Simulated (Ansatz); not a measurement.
# Al2Ru (I4/mmm) in Ansatz: reference runs

Aim: a first look at Al2Ru with PBEsol, on the cell as given and on a disturbed one, and energy against volume gives the equilibrium volume and stiffness.

Program: Ansatz 0.2.0. These are calculated values, not measurements. Logs are shortened: lines on timing, memory, paths and dates and some standing lists are left out, and cuts for length are marked.

### Step 1. Starting point

It takes space group I4/mmm (No. 139, tetragonal). The conventional cell has a = 3.121 Å, b = 3.121 Å, c = 8.444 Å, α = 90.00°, β = 90.00°, γ = 90.00°. Ru (site symmetry 4/mmm) has 10 Al at 2.58 to 2.88 Å as nearest neighbours. Around Al (site symmetry 4mm) lie 5 Ru at 2.58 to 2.88 Å and 5 Al at 2.69 Å.

The cell comes from a database or a generator and needn't be the stable form of this composition.

### Step 2. Single point, PBEsol

The input, input.yaml:

```yaml
crystal:
  lattice:
    - [-1.56042162, 1.56042162, 4.22180559]
    - [1.56042162, -1.56042162, 4.22180559]
    - [1.56042162, 1.56042162, -4.22180559]
  atoms:
    - { symbol: Ru, position: [0.0, 0.0, 0.0] }
    - { symbol: Al, position: [0.34079781, 0.34079781, 0.0] }
    - { symbol: Al, position: [0.65920219, 0.65920219, 0.0] }
hamiltonian:
  xc: pbesol
  pseudopotentials: { kind: paw }
kpoints:
  mp_grid: { grid: [12, 12, 12] }
scf:
  occupations: { method: fermi_dirac, width: 0.05 }
output:
  forces: true
  stress: true
  eigenvalues: true
```

Potentials or basis: Ansatz PAW.

Launch:

```bash
ansatz run input.yaml --threads 2 --pin off --max-ram 5632MiB --backend cpu --events-out ev --progress --plain --runs-dir out
```

The log of the run:

```text
Warning: RAYON_NUM_THREADS=2 ignored (pool sized by the plan → 2); use --threads N
basis.fft_grid_basis auto: the FFT boxes are laid along the combinations [[1, 0, 1], [0, 1, 1], [0, 0, 1]] of the cell's own vectors, 3.121, 3.121 and 4.764 Å long. The dense box has 24×24×32 points. Along the cell's own vectors, as sized, it would have 32×32×32, 1.78 times as many. Of the 16 symmetry operations that the crystal satisfies within crystal.symmetry.tolerance (time reversal apart; of a slab, those that keep its plane) the dense box along the cell's own vectors carries 16, and the one as laid loses 12 of those. basis.fft_grid_basis: typed keeps the cell's own vectors: state it where this run's energies or levels are differenced outside the engine with another run's, or held beside a run that keeps those vectors.
Engine: ansatz 0.2.0, aarch64-unknown-linux-gnu
Pseudopotentials: kind: paw
Pseudopotential: Ru, paw, valence charge 16, recommended cutoff 420 eV (normal), Ru.paw.azcp
Pseudopotential: Al, paw, valence charge 3, recommended cutoff 420 eV (normal), Al.paw.azcp
Functional definition: PBEsol
  exchange = pbesol_x
  correlation = pbesol_c
Crystal: 3 atoms, lattice volume = 41.119 Å³
Basis set: ecut = 420 eV, 795 PW (Γ), FFT grids on a1+a3, a2+a3, a3, exchange–correlation on 48×48×64 points (8 copies of the dense FFT grid, shifted against one another)
Bands: 15, of which v1, the nominal top of the filled ones, is band 11 counted from 1 (10 counted from 0)
Symmetry: 16 space group operations
Space group: I4/mmm (ITA 139), of the structure as read, at distance tolerance 3.5e-5 Å
k-points: 163 of 1728
Non-local potential: Ru, projectors of the file, l = 0: 3, l = 1: 2, l = 2: 2, l = 3: 1
Non-local potential: Al, projectors of the file, l = 0: 2, l = 1: 2, l = 2: 1
PAW form: soft (Blöchl's): semilocal exchange-correlation on the pseudo side does not see the compensation charge
PAW frozen core: Ru, regenerated for the run's functional, and the local potential with it (the file was generated under x = pbe(κ = 0.804, μ = 0.2195149727645171), c = pbe(β = 0.06672455060314922))
PAW frozen core: Al, regenerated for the run's functional, and the local potential with it (the file was generated under x = pbe(κ = 0.804, μ = 0.2195149727645171), c = pbe(β = 0.06672455060314922))
PAW one-centre angular grid: Ru, 590 points (default); XC on 64 Gauss nodes
PAW one-centre angular grid: Al, 110 points (default); XC on 64 Gauss nodes
Initial density: superposition of atomic densities (neutral atoms: chi_scale 0, normalization atom), corrected by the library's trained network
Initial wavefunctions: pseudopotential atomic-orbital guess
Functional: x = pbesol(κ = 0.804, μ = 0.12345679012345678), c = pbesol(β = 0.046)
SCF iter   1: F=—  HF=-6867.580340 eV  |F-HF|=—  |Δ(HF+E_count)|=         —  Δρ=8.37e-3  dr2=3.68e-2  ethr=1.77e-3  ⟨swp⟩=5.4  Hψ=13406  notcnv=0
preconditioner: auto → none  [insulator: Δε(μ)=0.178 eV  Ē_g=7.313 eV  σ=0.050 eV  W_gap=0.64  n_scr=10 (ndim 8)  ℏωp=21.7 eV  f_vac=0.000  D(μ)=0.12/eV (n_scr^D=0)  ε∞_Penn≈9.8]
SCF iter   2: F=—  HF=-6867.573655 eV  |F-HF|=—  |Δ(HF+E_count)|=   6.69e-3  Δρ=2.10e-3  dr2=1.71e-3  ethr=1.67e-4  ⟨swp⟩=2.0  Hψ=4309  notcnv=0
SCF iter   3: F=—  HF=-6867.573329 eV  |F-HF|=—  |Δ(HF+E_count)|=   3.26e-4  Δρ=5.06e-4  dr2=5.76e-5  ethr=7.77e-6  ⟨swp⟩=2.4  Hψ=3649  notcnv=0
SCF iter   4: F=—  HF=-6867.573324 eV  |F-HF|=—  |Δ(HF+E_count)|=   5.72e-6  Δρ=5.85e-5  dr2=1.28e-6  ethr=2.62e-7  ⟨swp⟩=1.9  Hψ=3180  notcnv=0
iter 5 did not close the SCF: its close was put off for the readings that it lacked (scf_convergence_deferred on its scf_iter line)
SCF iter   5: F=-6867.573323 eV  HF=-6867.573323 eV  |F-HF|=5.07e-9  |Δ(HF+E_count)|=   4.19e-7  Δρ=1.25e-5  dr2=3.07e-8  ethr=5.82e-9  ⟨swp⟩=2.5  Hψ=3906  notcnv=0
SCF iter   6: F=-6867.573323 eV  HF=-6867.573323 eV  |F-HF|=3.33e-10  |Δ(HF+E_count)|=  7.04e-10  Δρ=3.51e-6  dr2=1.72e-9  ethr=1.40e-10  ⟨swp⟩=1.9  Hψ=7790  notcnv=0
SCF 1 converged in 6 iterations: F = -6867.573323 eV  dr2 = 1.72e-9
SCF converged after 6 iterations
Free energy (F): -6867.573323 eV
Harris-Foulkes:  -6867.573323 eV  (|F-HF|=3.33e-10)
Internal energy: -6867.571189 eV  (E = F + TS)
E sigma→0 (E₀):  -6867.572256 eV
Entropy (-TS):   -0.002134 eV (-0.711 meV/atom)
Fermi energy:    13.998404 eV
--- Per-component energies (eV) ---
  E_band       = -145.784650
  E_kinetic    = 566.617560
  E_local      = -2145.291933  (includes V_loc(G=0)·N_el)
  E_nonlocal   = 366.012523
  E_hartree    = 799.144054
  E_xc         = -271.101585
  E_vxc        = -300.655152  (∫ρ·V_xc dr)
  E_paw        = -4309.859584  (= ΣΔE_a)
  E_vpaw       = -230.755982  (= ΣTr[D̂ρ^β])
  E_aug_tail   = -0.000193  (compensation charges beyond the density's cutoff)
  E_ewald      = -1873.383606
  E_core_change = 0.291574  (= ΣΔE_core)
  E_smearing   = -0.002134  (= −TS)
  E_closure    = 0.000000  (closes the sum)
  Σ components = -6867.573323   (vs F -6867.573323, Δ=0.00e0)
--- Forces (eV/Å), atoms counted from 1 ---
  atom   1  Ru     0.00000000     0.00000000     0.00000000
  atom   2  Al     0.00000000     0.00000000     0.04761241
  atom   3  Al     0.00000000    -0.00000000    -0.04761241
  max |Σ_I F_I| component: 6.94e-18 eV/Å
--- Stress (GPa, compression-positive) ---
       -0.202032       0.000000       0.000000
        0.000000      -0.202032       0.000000
       -0.000000      -0.000000      -0.878808
  P = ⅓ Tr σ = -0.4276 GPa (-4.276 kbar)
--- Band table (eV; the first three rows and the last of 163) ---
  k-point 0: bands = ["-58.5007", "-28.5441", "-28.5441", "-28.4704", "3.0984", "8.5805", "10.1807", "12.0225", "12.0225", "12.0281", "13.0597", "16.4027", "18.6597", "20.1162", "20.1162"]
  k-point 1: bands = ["-58.4995", "-28.5526", "-28.5521", "-28.4686", "3.3264", "8.7778", "10.2819", "11.2274", "11.7250", "12.7658", "12.9899", "16.3617", "17.9755", "19.0470", "19.7599"]
  k-point 2: bands = ["-58.4963", "-28.5755", "-28.5737", "-28.4638", "3.9925", "9.2998", "10.5901", "10.6747", "11.0126", "12.0116", "13.8954", "16.3206", "17.2393", "17.8390", "19.0445"]
  k-point 162: bands = ["-58.5006", "-28.5442", "-28.5442", "-28.4728", "4.9325", "5.5782", "10.0207", "11.3839", "12.4570", "12.4570", "13.0852", "17.1625", "17.1625", "20.2890", "20.4612"]
```

Wall time 3.2 s (2 threads of Arm Neoverse V1, shared host); peak memory 0.37 GiB.

What came out:

| Property | Result |
| --- | --- |
| Free energy | -6867.5733 eV |
| Pressure | -0.4 GPa |
| Largest force | 0.048 eV/Å |
| Band gap on the k mesh | none (metal or under the smearing width) |

Forces in eV/Å, atoms in the order of the input:
```
Ru   0.000  0.000  0.000
Al   0.000  0.000  0.048
Al   0.000  0.000 -0.048
```

Stress tensor (GPa, compression positive):
```
-0.20  0.00  0.00
 0.00 -0.20  0.00
 0.00  0.00 -0.88
```

Caveat: the PAW data sets come from PBE, with cores solved anew for the run's functional, which leaves a small shift of forces and pressure.

### Step 3. Single point, PBEsol (atoms moved at random, drawn with an rms of 0.05 Å)

Edit input.yaml of step 2 so:

```diff
@@ -6,5 +6,5 @@
   atoms:
-    - { symbol: Ru, position: [0.0, 0.0, 0.0] }
-    - { symbol: Al, position: [0.34079781, 0.34079781, 0.0] }
-    - { symbol: Al, position: [0.65920219, 0.65920219, 0.0] }
+    - { symbol: Ru, position: [0.01481, 0.001988, 0.003292] }
+    - { symbol: Al, position: [0.33971, 0.338509, -0.003242] }
+    - { symbol: Al, position: [0.655653, 0.642512, -0.017763] }
 hamiltonian:
```

Potentials or basis: Ansatz PAW.

Launch:

```bash
ansatz run input.yaml --threads 2 --pin off --max-ram 5632MiB --backend cpu --events-out ev --progress --plain --runs-dir out
```

The log of the run:

```text
Warning: RAYON_NUM_THREADS=2 ignored (pool sized by the plan → 2); use --threads N
basis.fft_grid_basis auto: the FFT boxes are laid along the combinations [[1, 0, 1], [0, 1, 1], [0, 0, 1]] of the cell's own vectors, 3.121, 3.121 and 4.764 Å long. The dense box has 24×24×32 points. Along the cell's own vectors, as sized, it would have 32×32×32, 1.78 times as many. basis.fft_grid_basis: typed keeps the cell's own vectors: state it where this run's energies or levels are differenced outside the engine with another run's, or held beside a run that keeps those vectors.
Engine: ansatz 0.2.0, aarch64-unknown-linux-gnu
Pseudopotentials: kind: paw
Pseudopotential: Ru, paw, valence charge 16, recommended cutoff 420 eV (normal), Ru.paw.azcp
Pseudopotential: Al, paw, valence charge 3, recommended cutoff 420 eV (normal), Al.paw.azcp
Functional definition: PBEsol
  exchange = pbesol_x
  correlation = pbesol_c
Crystal: 3 atoms, lattice volume = 41.119 Å³
Basis set: ecut = 420 eV, 795 PW (Γ), FFT grids on a1+a3, a2+a3, a3, exchange–correlation on 48×48×64 points (8 copies of the dense FFT grid, shifted against one another)
Bands: 15, of which v1, the nominal top of the filled ones, is band 11 counted from 1 (10 counted from 0)
Symmetry: 1 space group operations
Space group: P1 (ITA 1), of the structure as read, at distance tolerance 3.5e-5 Å
k-points: 868 of 1728 (time reversal used)
Non-local potential: Ru, projectors of the file, l = 0: 3, l = 1: 2, l = 2: 2, l = 3: 1
Non-local potential: Al, projectors of the file, l = 0: 2, l = 1: 2, l = 2: 1
PAW form: soft (Blöchl's): semilocal exchange-correlation on the pseudo side does not see the compensation charge
PAW frozen core: Ru, regenerated for the run's functional, and the local potential with it (the file was generated under x = pbe(κ = 0.804, μ = 0.2195149727645171), c = pbe(β = 0.06672455060314922))
PAW frozen core: Al, regenerated for the run's functional, and the local potential with it (the file was generated under x = pbe(κ = 0.804, μ = 0.2195149727645171), c = pbe(β = 0.06672455060314922))
PAW one-centre angular grid: Ru, 590 points (default); XC on 64 Gauss nodes
PAW one-centre angular grid: Al, 110 points (default); XC on 64 Gauss nodes
Initial density: superposition of atomic densities (neutral atoms: chi_scale 0, normalization atom), corrected by the library's trained network
Initial wavefunctions: pseudopotential atomic-orbital guess
Functional: x = pbesol(κ = 0.804, μ = 0.12345679012345678), c = pbesol(β = 0.046)
SCF iter   1: F=—  HF=-6867.554716 eV  |F-HF|=—  |Δ(HF+E_count)|=         —  Δρ=8.46e-3  dr2=3.81e-2  ethr=1.77e-3  ⟨swp⟩=5.4  Hψ=71357  notcnv=0
preconditioner: auto → none  [insulator: Δε(μ)=0.148 eV  Ē_g=7.321 eV  σ=0.050 eV  W_gap=0.59  n_scr=10 (ndim 8)  ℏωp=21.7 eV  f_vac=0.000  D(μ)=0.13/eV (n_scr^D=0)  ε∞_Penn≈9.8]
SCF iter   2: F=—  HF=-6867.547834 eV  |F-HF|=—  |Δ(HF+E_count)|=   6.88e-3  Δρ=2.12e-3  dr2=1.76e-3  ethr=1.73e-4  ⟨swp⟩=2.0  Hψ=22830  notcnv=0
SCF iter   3: F=—  HF=-6867.547499 eV  |F-HF|=—  |Δ(HF+E_count)|=   3.34e-4  Δρ=5.17e-4  dr2=6.28e-5  ethr=8.02e-6  ⟨swp⟩=2.3  Hψ=20194  notcnv=0
SCF iter   4: F=—  HF=-6867.547504 eV  |F-HF|=—  |Δ(HF+E_count)|=   4.45e-6  Δρ=1.07e-4  dr2=1.03e-5  ethr=2.85e-7  ⟨swp⟩=2.0  Hψ=18610  notcnv=0
SCF iter   5: F=—  HF=-6867.547501 eV  |F-HF|=—  |Δ(HF+E_count)|=   3.02e-6  Δρ=2.25e-5  dr2=2.31e-7  ethr=4.69e-8  ⟨swp⟩=2.0  Hψ=18662  notcnv=0
SCF iter   6: F=-6867.547501 eV  HF=-6867.547501 eV  |F-HF|=3.83e-10  |Δ(HF+E_count)|=   5.06e-8  Δρ=7.57e-6  dr2=9.16e-9  ethr=4.55e-10  ⟨swp⟩=5.0  Hψ=57510  notcnv=0
SCF 1 converged in 6 iterations: F = -6867.547501 eV  dr2 = 9.16e-9
SCF converged after 6 iterations
Free energy (F): -6867.547501 eV
Harris-Foulkes:  -6867.547501 eV  (|F-HF|=3.83e-10)
Internal energy: -6867.545184 eV  (E = F + TS)
E sigma→0 (E₀):  -6867.546342 eV
Entropy (-TS):   -0.002317 eV (-0.772 meV/atom)
Fermi energy:    14.003793 eV
--- Per-component energies (eV) ---
  E_band       = -145.891634
  E_kinetic    = 566.784703
  E_local      = -2147.536279  (includes V_loc(G=0)·N_el)
  E_nonlocal   = 366.070739
  E_hartree    = 800.148171
  E_xc         = -271.147409
  E_vxc        = -300.713758  (∫ρ·V_xc dr)
  E_paw        = -4309.888472  (= ΣΔE_a)
  E_vpaw       = -230.793547  (= ΣTr[D̂ρ^β])
  E_aug_tail   = -0.000195  (compensation charges beyond the density's cutoff)
  E_ewald      = -1872.268015
  E_core_change = 0.291574  (= ΣΔE_core)
  E_smearing   = -0.002317  (= −TS)
  E_closure    = 0.000000  (closes the sum)
  Σ components = -6867.547501   (vs F -6867.547501, Δ=0.00e0)
--- Forces (eV/Å), atoms counted from 1 ---
  atom   1  Ru    -0.14679672    -0.27560646    -0.51664289
  atom   2  Al    -0.15853209     0.09193318     0.20273452
  atom   3  Al     0.30533480     0.18368445     0.31393712
  max |Σ_I F_I| component: 2.88e-5 eV/Å
--- Stress (GPa, compression-positive) ---
        0.076774       0.075682       0.077213
        0.075682       0.106302       0.197772
        0.077214       0.197772      -0.035013
  P = ⅓ Tr σ = 0.0494 GPa (0.494 kbar)
--- Band table (eV; the first three rows and the last of 868) ---
  k-point 0: bands = ["-58.5029", "-28.5522", "-28.5502", "-28.4679", "3.1034", "8.5660", "10.1562", "11.9934", "12.0189", "12.0547", "13.0374", "16.4031", "18.6848", "20.0799", "20.0839"]
  k-point 1: bands = ["-58.5017", "-28.5605", "-28.5582", "-28.4663", "3.3318", "8.7631", "10.2570", "11.2233", "11.7237", "12.7398", "12.9962", "16.3602", "18.0027", "19.0662", "19.7363"]
  k-point 2: bands = ["-58.4985", "-28.5830", "-28.5800", "-28.4619", "3.9985", "9.2846", "10.5604", "10.6693", "11.0201", "11.9855", "13.9090", "16.3131", "17.2651", "17.8549", "19.0271"]
  k-point 867: bands = ["-58.5028", "-28.5524", "-28.5503", "-28.4703", "4.9509", "5.5580", "9.9980", "11.3844", "12.4458", "12.4495", "13.0633", "17.1798", "17.1814", "20.3201", "20.4523"]
```

Wall time 24 s (2 threads of Arm Neoverse V1, shared host); peak memory 0.81 GiB.

What came out:

```
Free energy            : -6867.5475 eV
Pressure               : 0.0 GPa
Largest force          : 0.604 eV/Å
Band gap on the k mesh : none (metal or under the smearing width)
```

Forces on the atoms (eV/Å):
```
Ru  -0.147 -0.276 -0.517
Al  -0.159  0.092  0.203
Al   0.305  0.184  0.314
```

Caveat: the PAW data sets come from PBE, with cores solved anew for the run's functional, which leaves a small shift of forces and pressure.

### Step 4. Single point, PBEsol, 12.88 Å³/atom (volume scaled by 0.94)

The input, input.yaml:

```yaml
crystal:
  lattice:
    - [-1.5285673427, 1.5285673427, 4.1356221097]
    - [1.5285673427, -1.5285673427, 4.1356221097]
    - [1.5285673427, 1.5285673427, -4.1356221097]
  atoms:
    - { symbol: Ru, position: [0.0, 0.0, 0.0] }
    - { symbol: Al, position: [0.34079781, 0.34079781, 0.0] }
    - { symbol: Al, position: [0.65920219, 0.65920219, 0.0] }
hamiltonian:
  xc: pbesol
  pseudopotentials: { kind: paw }
kpoints:
  mp_grid: { grid: [12, 12, 12] }
scf:
  occupations: { method: fermi_dirac, width: 0.05 }
output:
  forces: true
  stress: true
  eigenvalues: true
  write_density: true
  write_potential: true
  elf: true
  volumetric_format: npy
```

Launch:

```bash
ansatz run input.yaml --threads 2 --pin off --max-ram 5632MiB --backend cpu --events-out ev --progress --plain --runs-dir out
```

Wall time 4 s (2 threads of Arm Neoverse V1, shared host); peak memory 0.38 GiB.

It converged, with:

- Free energy: -6867.4865 eV
- Pressure: 12.4 GPa
- Largest force: 0.172 eV/Å
- Band gap on the k mesh: none (metal or under the smearing width)

Caveat: the PAW data sets come from PBE, with cores solved anew for the run's functional, which leaves a small shift of forces and pressure.

### Step 5. Single point, PBEsol, 13.16 Å³/atom (volume scaled by 0.96)

The input, input.yaml:

```yaml
crystal:
  lattice:
    - [-1.5393322561, 1.5393322561, 4.1647471686]
    - [1.5393322561, -1.5393322561, 4.1647471686]
    - [1.5393322561, 1.5393322561, -4.1647471686]
  atoms:
    - { symbol: Ru, position: [0.0, 0.0, 0.0] }
    - { symbol: Al, position: [0.34079781, 0.34079781, 0.0] }
    - { symbol: Al, position: [0.65920219, 0.65920219, 0.0] }
hamiltonian:
  xc: pbesol
  pseudopotentials: { kind: paw }
kpoints:
  mp_grid: { grid: [12, 12, 12] }
scf:
  occupations: { method: fermi_dirac, width: 0.05 }
output:
  forces: true
  stress: true
  eigenvalues: true
```

Launch:

```bash
ansatz run input.yaml --threads 2 --pin off --max-ram 5632MiB --backend cpu --events-out ev --progress --plain --runs-dir out
```

Run time: 2.7 s. Hardware: 2 threads of Arm Neoverse V1, shared host; peak memory 0.36 GiB.

Results (log left out):

```
Free energy            : -6867.5377 eV
Pressure               : 7.7 GPa
Largest force          : 0.093 eV/Å
Band gap on the k mesh : none (metal or under the smearing width)
```

Caveat: the PAW data sets come from PBE, with cores solved anew for the run's functional, which leaves a small shift of forces and pressure.

### Step 6. Single point, PBEsol, 13.43 Å³/atom (volume scaled by 0.98)

Edit input.yaml of step 5 so:

```diff
@@ -2,5 +2,5 @@
   lattice:
-    - [-1.5393322561, 1.5393322561, 4.1647471686]
-    - [1.5393322561, -1.5393322561, 4.1647471686]
-    - [1.5393322561, 1.5393322561, -4.1647471686]
+    - [-1.5499486761, 1.5499486761, 4.1934704705]
+    - [1.5499486761, -1.5499486761, 4.1934704705]
+    - [1.5499486761, 1.5499486761, -4.1934704705]
   atoms:
```

Potentials or basis: Ansatz PAW.

Launch:

```bash
ansatz run input.yaml --threads 2 --pin off --max-ram 5632MiB --backend cpu --events-out ev --progress --plain --runs-dir out
```

It took 3.9 s on 2 threads of Arm Neoverse V1, shared host; peak memory 0.37 GiB.

The run converged. Its results:

| Property | Result |
| --- | --- |
| Free energy | -6867.5659 eV |
| Pressure | 3.4 GPa |
| Largest force | 0.020 eV/Å |
| Band gap on the k mesh | none (metal or under the smearing width) |

Caveat: the PAW data sets come from PBE, with cores solved anew for the run's functional, which leaves a small shift of forces and pressure.

[end of part 1 of 2]
